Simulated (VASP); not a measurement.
Wanted: the native input for a VASP 6.6.1 run.

| Property | Result |
| --- | --- |
| Task | density of states |
| Functional | PBE |
| Potentials or basis | VASP PAW PBE potentials, release 64 (Sn_d, O) |
| Cutoff | 520 eV |
| k mesh | 4 × 4 × 4 |
| Occupations | gaussian, width 0.02 eV |
| Spin | no spin polarisation |
| k mesh for the DOS | 6 × 6 × 6 |
| Occupations for the DOS | tetrahedron |
| Further INCAR settings | ALGO = Normal; EDIFF = 1e-07; NBANDS = 64 |

The system is SnO2.

```
Sn O
1.0
     5.17526    0.00000    0.00000
     0.00000    5.17526    0.00000
     0.00000    0.00000    5.17526
Sn O
4 8
Direct
  0.00000 0.00000 0.00000
  0.50000 0.00000 0.50000
  0.50000 0.50000 0.00000
  0.00000 0.50000 0.50000
  0.66110 0.83890 0.16110
  0.83890 0.16110 0.66110
  0.16110 0.66110 0.83890
  0.33890 0.33890 0.33890
  0.66110 0.66110 0.66110
  0.83890 0.33890 0.16110
  0.16110 0.83890 0.33890
  0.33890 0.16110 0.83890
```

Measurements of this composition are mostly on another form, of space group No. 136.

One way to write it, as run:

POSCAR

```
SnO2
1.0
    5.1752560000      0.0000000000      0.0000000000
    0.0000000000      5.1752560000      0.0000000000
    0.0000000000      0.0000000000      5.1752560000
Sn O
4 8
Direct
    0.0000000000      0.0000000000      0.0000000000
    0.5000000000      0.0000000000      0.5000000000
    0.5000000000      0.5000000000      0.0000000000
    0.0000000000      0.5000000000      0.5000000000
    0.6610980000      0.8389020000      0.1610980000
    0.8389020000      0.1610980000      0.6610980000
    0.1610980000      0.6610980000      0.8389020000
    0.3389020000      0.3389020000      0.3389020000
    0.6610980000      0.6610980000      0.6610980000
    0.8389020000      0.3389020000      0.1610980000
    0.1610980000      0.8389020000      0.3389020000
    0.3389020000      0.1610980000      0.8389020000
```

INCAR.step1

```
SYSTEM = SnO2
ALGO = Normal
EDIFF = 1E-7
ENCUT = 520
GGA = PE
ISIF = 2
ISMEAR = 0
LASPH = .True.
LCHARG = .True.
LREAL = .False.
LWAVE = .False.
NBANDS = 64
NELM = 100
PREC = Accurate
SIGMA = 0.02
```

KPOINTS.step1

```
k-points
0
Gamma
  4 4 4
  0 0 0
```

INCAR.step2

```
SYSTEM = SnO2
ALGO = Normal
EDIFF = 1E-7
ENCUT = 520
GGA = PE
ICHARG = 11
ISIF = 2
ISMEAR = -5
LASPH = .True.
LCHARG = .False.
LORBIT = 11
LREAL = .False.
LWAVE = .False.
NBANDS = 64
NEDOS = 1001
NELM = 100
PREC = Accurate
SIGMA = 0.02
```

KPOINTS.step2

```
k-points
0
Gamma
  6 6 6
  0 0 0
```

Potentials or basis: VASP PAW PBE potentials, release 64 (Sn_d, O).

Launch:

```sh
$ cat potpaw_PBE.64/Sn_d/POTCAR potpaw_PBE.64/O/POTCAR > POTCAR
$ cp INCAR.step1 INCAR
$ cp KPOINTS.step1 KPOINTS
$ mpirun -np 1 vasp_std > vasp.out
$ cp INCAR.step2 INCAR
$ cp KPOINTS.step2 KPOINTS
$ mpirun -np 1 vasp_std > vasp.out
```

Results of the run:

| Quantity | Value |
| --- | --- |
| Valence electrons inside the program's atomic spheres | Sn 12.17; O 5.03 |

Wall time 2.9 min on 1 thread of Intel(R) Xeon(R) Platinum 8559C (Emerald Rapids), on a shared host, peak memory 0.3 GiB.
